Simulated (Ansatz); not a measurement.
**Lower states of MnO2: further starts and searches**

Aim: test whether MnO2 has a self-consistent state below the best one that plain SCF starts reached, by the runs listed below. MnO₂ is taken in the deposited crystal structure (space group P4_2/mnm), 6 atoms in the cell. Source: COD entry 2105790, which need not be the ambient phase.

Computed with Ansatz 0.2.0 (DFT HSE06, PAW, plane waves, scalar-relativistic, unless a step's input says otherwise).

## 1. The structure to begin with

It takes space group P4_2/mnm (No. 136, tetragonal). Conventional cell: a = 4.398 Å, b = 4.398 Å, c = 2.873 Å, α = 90.00°, β = 90.00°, γ = 90.00°. Around Mn (site symmetry mmm) lie 6 O at 1.88 to 1.90 Å. Around O (site symmetry m2m) lie 3 Mn at 1.88 to 1.90 Å.

Coordinates:

```
CELL_PARAMETERS angstrom
4.39830 0.00000 0.00000
0.00000 4.39830 0.00000
0.00000 0.00000 2.87300
ATOMIC_POSITIONS crystal
Mn 0.00000 0.00000 0.00000
Mn 0.50000 0.50000 0.50000
O 0.30515 0.30515 0.00000
O 0.19485 0.80515 0.50000
O 0.69485 0.69485 0.00000
O 0.80515 0.19485 0.50000
```

Labels such as O6 number the atoms in the order of the input file.

Known so far: 7 plain starts ended in 3 states. The lowest came from “opposed moments +-, plain SCF [Mn1 4.50, Mn2 -4.50 μB]”: antiferromagnetic, site moments Mn1 2.56, Mn2 -2.56 μB, total 0.00 μB per cell, a gap of 1.73 eV on the k-mesh, free energy -10064.5336 eV.

Runs to come: parallel moments, default search level; opposed moments +-, default search level; the moments typed in its input, symmetry off, plain SCF; the moments typed in its input, standard search level.

“Plain SCF” means no search for lower states. Under a hybrid the search levels only allow a further exchange loop from another filling of the frontier levels; the end state isn't tested for a lower one. Iterations are summed over the PBE start and the exchange cycles. Ends within 0.2 meV/atom and 0.1 μB count as one state.

Site moments are integrals over atomic spheres and don't add up to the total.

## 2. Parallel moments, default search level

input.yaml

```yaml
crystal:
  lattice:
    - [4.3983, 0.0, 0.0]
    - [0.0, 4.3983, 0.0]
    - [0.0, 0.0, 2.873]
  atoms:
    - { symbol: Mn, position: [0.0, 0.0, 0.0], spin: 4.5 }
    - { symbol: Mn, position: [0.5, 0.5, 0.5], spin: 4.5 }
    - { symbol: O, position: [0.30515, 0.30515, 0.0] }
    - { symbol: O, position: [0.19485, 0.80515, 0.5] }
    - { symbol: O, position: [0.69485, 0.69485, 0.0] }
    - { symbol: O, position: [0.80515, 0.19485, 0.5] }
magnetization:
  spin_polarized: true
hamiltonian:
  xc: hse06
  pseudopotentials: { kind: paw }
basis:
  ecutwfc: 420
kpoints:
  mp_grid: { grid: [3, 3, 4] }
scf:
  occupations: { method: fermi_dirac, width: 0.03 }
output:
  forces: true
  stress: true
  write_density: true
  write_potential: true
  elf: true
  volumetric_format: npy
```

On the command line:

```console
$ ansatz run input.yaml --threads 4 --pin off --max-ram 10240MiB --backend cpu --events-out ev --progress --plain --runs-dir out
```

Standard output (excerpt; [...] marks lines left out):

```text
Warning: output.stress: scf.convergence.dr2_threshold = 1e-7 eV (the SCF's general default) is looser than the 6e-10 eV advised for a printed stress (1e-10 eV for each atom of the cell: 6). What an SCF threshold leaves in a stress goes as its square root, and in the free energy as the [...]
Warning: output.stress: scf.exx.energy_threshold = 1e-6 eV is looser than the 6e-8 eV advised for a stress under a hybrid functional (1e-8 eV for each atom of the cell: 6). Every SCF of the exchange loop can meet its threshold on dr2 while the loop round them stops early: no threshold on [...]
Pseudopotentials: kind: paw
Pseudopotential: Mn, paw, valence charge 15, recommended cutoff 420 eV (normal), Mn.paw.azcp
Pseudopotential: O, paw, valence charge 6, recommended cutoff 420 eV (normal), O.paw.azcp
Functional definition: HSE06
[...]
Crystal: 6 atoms, lattice volume = 55.578 Å³
Basis set: ecut = 420 eV, 1073 PW (Γ), exchange–correlation on 60×60×40 points (8 copies of the dense FFT grid, shifted against one another)
Bands: 38, of which v1, the nominal top of the filled ones, is band 27 counted from 1 (26 counted from 0)
Symmetry: 16 space group operations
Space group: P42/mnm (ITA 136), of the structure as read, at distance tolerance 3.8e-5 Å
Magnetic group: BNS 136.495 (UNI 1155), of the structure as read, at distance tolerance 3.8e-5 Å
k-points: 9 of 36
[...]
Starting moments: Σ|m| = 9 μB on 2 of 6 sites
[...]
SCF iter   1: F=—  HF=-10067.799456 eV  |F-HF|=—  |Δ(HF+E_count)|=         —  Δρ=2.14e-1 (↑6.34e-2 ↓2.14e-1)  dr2=2.99e1  dr2_m=5.64e0  M=5.364 μB ∫|m|=5.883 μB  β_m=0.30  ethr=5.57e-2  ⟨swp⟩=2.1  Hψ=3333  notcnv=0
[...]
hybrid outer 3: dexx = +4.917e-8 eV, tail = 6.72e-10 eV, Δε = 4.74e-4 eV (about 2.20e-5 eV left of the loop's levels), ΔF = 9.22e-5 eV/Å (tail 7.12e-5)
this state was not tested for a lower state beside it, because the functional holds exact exchange (a hybrid, or Hartree-Fock), whose exchange loop this test does not read (fock_operator); [...]
hybrid SCF converged: 3 outer / 21 inner (+15 warm-up), last move |dexx| = 4.92e-8 eV, tail = 6.72e-10 eV
Magnetization: 6.0000 μB (30.0000 up, 24.0000 down)
Absolute magnetization: 6.5132 μB (∫|ρ↑−ρ↓|, with the PAW one-centre terms)
Spin contamination: 0.1087 ħ² per cell (⟨S²⟩ above its minimum at these occupations)
Per-site moments (μB) at R_I (Å): [(2.6056999533639207, 0.7752871671231534), (2.6056999533639185, 0.7752871671231533), (0.007451046829359958, 0.7752871671231534), (0.007451046829359787, 0.7752871671231534), (0.007451046829359798, 0.7752871671231533), (0.0074510468293599785, 0.7752871671231534)]
Free energy (F): -10064.482511 eV
Frozen-core exchange: fock
[...]
E sigma→0 (E₀):  -10064.482511 eV
Fermi energy:    10.054703 eV
[...]
--- Forces (eV/Å), atoms counted from 1 ---
  atom   1  Mn     0.00000000    -0.00000000     0.00000000
  atom   2  Mn     0.00000000     0.00000000     0.00000000
  atom   3  O      0.10464105     0.10464105     0.00000000
  atom   4  O     -0.10464105     0.10464105     0.00000000
  atom   5  O     -0.10464105    -0.10464105     0.00000000
  atom   6  O      0.10464105    -0.10464105     0.00000000
[...]
--- Stress (GPa, compression-positive) ---
       -3.672284       0.000000       0.000000
        0.000000      -3.672284       0.000000
        0.000000       0.000000      -4.488787
  P = ⅓ Tr σ = -3.9445 GPa (-39.445 kbar)
--- Band table (eV; the first three rows and the last of 18) ---
[...]
  guard bands above this table: 4 of the run's 38 bands. The solve was not asked for them (output.publish_guard_bands: true or output.eigenvalues: true publishes all)
```

It took 17 s on 4 threads of Arm Neoverse V2, shared host; peak memory 0.76 GiB.

End: ferromagnetic, site moments Mn1 2.61, Mn2 2.61 μB, total 6.00 μB per cell, a gap of 0.91 eV on the k-mesh. Against step 1, the lowest until now, it is 8.5 meV/atom higher.

## 3. Opposed moments +-, default search level

input.yaml: that of step 2 with these lines changed.

```diff
@@ -7,3 +7,3 @@
     - { symbol: Mn, position: [0.0, 0.0, 0.0], spin: 4.5 }
-    - { symbol: Mn, position: [0.5, 0.5, 0.5], spin: 4.5 }
+    - { symbol: Mn, position: [0.5, 0.5, 0.5], spin: -4.5 }
     - { symbol: O, position: [0.30515, 0.30515, 0.0] }
```

On the command line:

```console
$ ansatz run input.yaml --threads 4 --pin off --max-ram 10240MiB --backend cpu --events-out ev --progress --plain --runs-dir out
```

Standard output (excerpt; [...] marks lines left out):

```text
[... 14 lines as in an earlier run ...]
Symmetry: 8 space group operations
Space group: Cmmm (ITA 65), of the structure as read, at distance tolerance 3.8e-5 Å
Magnetic group: BNS 136.498 (UNI 1158), of the structure as read, at distance tolerance 3.8e-5 Å
k-points: 12 of 36
[... 8 lines as in an earlier run ...]
Starting moments: Σ|m| = 9 μB on 2 of 6 sites
Starting magnetic order: altermagnet, d-wave, planar spin-momentum locking; spin-degenerate planes through Γ normal to [0 1 0], [1 0 0] of the run's lattice
[... 2 lines as in an earlier run ...]
[...]
SCF iter   1: F=—  HF=-10068.111240 eV  |F-HF|=—  |Δ(HF+E_count)|=         —  Δρ=1.64e-1 (↑1.64e-1 ↓1.64e-1)  dr2=3.34e1  dr2_m=5.92e0  M=0.000 μB ∫|m|=5.652 μB  β_m=0.30  ethr=6.23e-2  ⟨swp⟩=2.0  Hψ=4451  notcnv=0
[...]
[... 1 line as in an earlier run ...]
[...]
this state was not tested for a lower state beside it, because the functional holds exact exchange (a hybrid, or Hartree-Fock), whose exchange loop this test does not read (fock_operator); [...]
hybrid SCF converged: 3 outer / 31 inner (+21 warm-up), last move |dexx| = 4.09e-8 eV, tail = 4.79e-10 eV
Magnetization: 0.0000 μB (27.0000 up, 27.0000 down)
Absolute magnetization: 6.2531 μB (∫|ρ↑−ρ↓|, with the PAW one-centre terms)
Spin contamination: 3.0448 ħ² per cell (⟨S²⟩ above its minimum at these occupations)
Per-site moments (μB) at R_I (Å): [(2.5555045779414716, 0.7752871671231534), (-2.555504577287772, 0.7752871671231533), (-0.024298263632755807, 0.7752871671231534), (0.02429835673499487, 0.7752871671231534), (-0.024298263632755866, 0.7752871671231533), (0.02429835673499495, 0.7752871671231534)]
Free energy (F): -10064.533619 eV
Frozen-core exchange: fock
[...]
E sigma→0 (E₀):  -10064.533619 eV
Fermi energy:    10.169412 eV
[... 36 lines left out: energy terms, forces, stress, bands ...]
```

Wall time 25 s (4 threads of Arm Neoverse V2, shared host); peak memory 0.81 GiB.

Nothing new: the 52 iterations lead to the state found in step 1 (antiferromagnetic).

Under exact exchange the program makes no test for lower states, so this run searched nothing.

## 4. The moments typed in its input, symmetry off, plain SCF

input.yaml: that of step 3 with these lines changed.

```diff
@@ -12,2 +12,3 @@
     - { symbol: O, position: [0.80515, 0.19485, 0.5] }
+  symmetry: { detect: false, time_reversal: true }
 magnetization:
@@ -23,2 +24,3 @@
   occupations: { method: fermi_dirac, width: 0.03 }
+  lower_state_search: "off"
 output:
@@ -26,5 +28 @@
   stress: true
-  write_density: true
-  write_potential: true
-  elf: true
-  volumetric_format: npy
```

On the command line:

```console
$ ansatz run input.yaml --threads 4 --pin off --max-ram 10240MiB --backend cpu --events-out ev --progress --plain --runs-dir out
```

Standard output (excerpt; [...] marks lines left out):

```text
[... 14 lines as in an earlier run ...]
Symmetry: 1 space group operations
k-points: 19 of 36 (time reversal used)
[... 8 lines as in an earlier run ...]
Starting moments: Σ|m| = 9 μB on 2 of 6 sites
[... 2 lines as in an earlier run ...]
[...]
SCF iter   1: F=—  HF=-10068.668579 eV  |F-HF|=—  |Δ(HF+E_count)|=         —  Δρ=1.51e-1 (↑1.51e-1 ↓1.51e-1)  dr2=3.15e1  dr2_m=4.20e0  M=0.000 μB ∫|m|=5.773 μB  β_m=0.30  ethr=5.88e-2  ⟨swp⟩=2.0  Hψ=7062  notcnv=0
[...]
[... 1 line as in an earlier run ...]
[...]
spin-set hold released at iteration 2 (the charge has settled, or the pull on large starting moments outlasts its swing): the magnetisation degrees of freedom join the quasi-Newton model from the next iteration; the mixer history was flushed
[...]
Starting moments: Σ|m| = 9 μB on 2 of 6 sites; this step starts from the density that it was given
[...]
this state was not tested for a lower state beside it, because the functional holds exact exchange (a hybrid, or Hartree-Fock), whose exchange loop this test does not read (fock_operator); [...]
hybrid SCF converged: 3 outer / 32 inner (+22 warm-up), last move |dexx| = 4.39e-8 eV, tail = 6.72e-10 eV
Magnetization: 0.0000 μB (27.0000 up, 27.0000 down)
Absolute magnetization: 6.2531 μB (∫|ρ↑−ρ↓|, with the PAW one-centre terms)
Spin contamination: 3.0448 ħ² per cell (⟨S²⟩ above its minimum at these occupations)
Per-site moments (μB) at R_I (Å): [(2.5555066674155746, 0.7752871671231534), (-2.55550659171545, 0.7752871671231533), (-0.02429761619103838, 0.7752871671231534), (0.024297489471636728, 0.7752871671231534), (-0.02429762016145536, 0.7752871671231533), (0.024297488765377368, 0.7752871671231534)]
Free energy (F): -10064.533619 eV
Frozen-core exchange: fock
[...]
E sigma→0 (E₀):  -10064.533619 eV
Fermi energy:    10.169411 eV
[... 36 lines left out: energy terms, forces, stress, bands ...]
```

It took 54 s on 4 threads of Arm Neoverse V2, shared host; peak memory 0.95 GiB.

Nothing new: the 54 iterations lead to the state found in step 1 (antiferromagnetic).

## 5. The moments typed in its input, standard search level

input.yaml: that of step 4 with these lines changed.

```diff
@@ -12,3 +12,2 @@
     - { symbol: O, position: [0.80515, 0.19485, 0.5] }
-  symmetry: { detect: false, time_reversal: true }
 magnetization:
@@ -24,3 +23,3 @@
   occupations: { method: fermi_dirac, width: 0.03 }
-  lower_state_search: "off"
+  lower_state_search: standard
 output:
```

On the command line:

```console
$ ansatz run input.yaml --threads 4 --pin off --max-ram 10240MiB --backend cpu --events-out ev --progress --plain --runs-dir out
```

Standard output (excerpt; [...] marks lines left out):

```text
[... 2 lines as in an earlier run ...]
the run goes by scf.lower_state_search standard: where its kind and settings allow, a search for a lower-energy state can add stability tests and further SCF calculations, which can take several times, in some runs tens of times, as long as the SCF (see the manual's entry of the key); [...]
[... 24 lines as in an earlier run ...]
Starting moments: Σ|m| = 9 μB on 2 of 6 sites
Starting magnetic order: altermagnet, d-wave, planar spin-momentum locking; spin-degenerate planes through Γ normal to [0 1 0], [1 0 0] of the run's lattice
[... 3 lines as in an earlier run ...]
SCF iter   1: F=—  HF=-10068.111240 eV  |F-HF|=—  |Δ(HF+E_count)|=         —  Δρ=1.64e-1 (↑1.64e-1 ↓1.64e-1)  dr2=3.34e1  dr2_m=5.92e0  M=0.000 μB ∫|m|=5.652 μB  β_m=0.30  ethr=6.23e-2  ⟨swp⟩=2.0  Hψ=4451  notcnv=0
[...]
[... 1 line as in an earlier run ...]
[...]
this state was not tested for a lower state beside it, because the functional holds exact exchange (a hybrid, or Hartree-Fock), whose exchange loop this test does not read (fock_operator); [...]
hybrid SCF converged: 3 outer / 31 inner (+21 warm-up), last move |dexx| = 4.09e-8 eV, tail = 4.79e-10 eV
Magnetization: 0.0000 μB (27.0000 up, 27.0000 down)
Absolute magnetization: 6.2531 μB (∫|ρ↑−ρ↓|, with the PAW one-centre terms)
Spin contamination: 3.0448 ħ² per cell (⟨S²⟩ above its minimum at these occupations)
Per-site moments (μB) at R_I (Å): [(2.5555045779414716, 0.7752871671231534), (-2.555504577287772, 0.7752871671231533), (-0.024298263632755807, 0.7752871671231534), (0.02429835673499487, 0.7752871671231534), (-0.024298263632755866, 0.7752871671231533), (0.02429835673499495, 0.7752871671231534)]
Free energy (F): -10064.533619 eV
Frozen-core exchange: fock
[...]
E sigma→0 (E₀):  -10064.533619 eV
Fermi energy:    10.169412 eV
[... 36 lines left out: energy terms, forces, stress, bands ...]
```

Run time: 27 s. Hardware: 4 threads of Arm Neoverse V2, shared host; peak memory 0.8 GiB.

The run ends in the same state as step 1 (antiferromagnetic); it took 52 iterations.

Under exact exchange the program makes no test for lower states, so this run searched nothing.

## 6. Comparing the starts

```csv
step,iterations,state,moments of Mn1 Mn2 (μB),total (μB),gap (eV),pressure (GPa),above lowest (meV/atom)
1,54,1,2.56 -2.56,0.00,1.73,-5.1,0.0
2,36,2,2.61 2.61,6.00,0.91,-3.9,8.5
3,52,1,2.56 -2.56,0.00,1.73,-5.1,0.0
4,54,1,2.56 -2.56,0.00,1.73,-5.1,0.0
5,52,1,2.56 -2.56,0.00,1.73,-5.1,0.0
```

States are numbered from the lowest. Starts by step: 2 parallel moments, default search level; 3 opposed moments +-, default search level; 4 the moments typed in its input, symmetry off, plain SCF; 5 the moments typed in its input, standard search level. Step 1 is the best of the earlier plain starts.

The 4 runs of this session took 2.1 min in all, from 17 s to 54 s each.

Decimal logarithm of the largest residual (eV) by iteration, counted through all cycles of a run:

```
iteration  step 2  step 3  step 4  step 5
        1     1.5     1.5     1.5     1.5
        2     0.6     0.7     0.7     0.7
        3     0.1     0.1     0.7     0.1
        4    -0.2     0.1     0.5     0.1
        5    -0.4    -0.3    -0.1    -0.3
        6    -0.7    -2.0     0.1    -2.0
       11    -3.7    -1.6    -3.3    -1.6
       15    -9.7    -5.4    -5.8    -5.4
       20    -2.1    -8.5    -8.1    -8.5
       25    -5.6    -1.8    -1.0    -1.8
       30    -9.8    -2.9    -2.7    -2.9
       35    -9.3    -4.9    -2.4    -4.9
       40       -    -6.0    -4.8    -6.0
       44       -    -9.3    -7.4    -9.3
       49       -    -8.2    -7.2    -8.2
       54       -       -    -9.8       -
```

## 7. What came out

```
         quantity                                                      value
  distinct states  2 from 5 converged runs, the best start of step 1 counted
     lowest state                                          antiferromagnetic
      its moments                                     Mn1 2.56, Mn2 -2.56 μB
     total moment                                           0.00 μB per cell
gap on the k-mesh                                                    1.73 eV
         pressure                                                   -5.1 GPa
    largest force                                                 0.147 eV/Å
       next state                         ferromagnetic, 8.5 meV/atom higher
```

**Reading.** No run goes below the best plain start. 5 runs converged, to 2 different states. The best ferromagnetic state lies 8.5 meV/atom above the best antiferromagnetic one. The search isn't exhaustive: larger magnetic cells and non-collinear orders weren't tried. The mesh is coarse, so energy differences (and at times their sign) aren't converged.
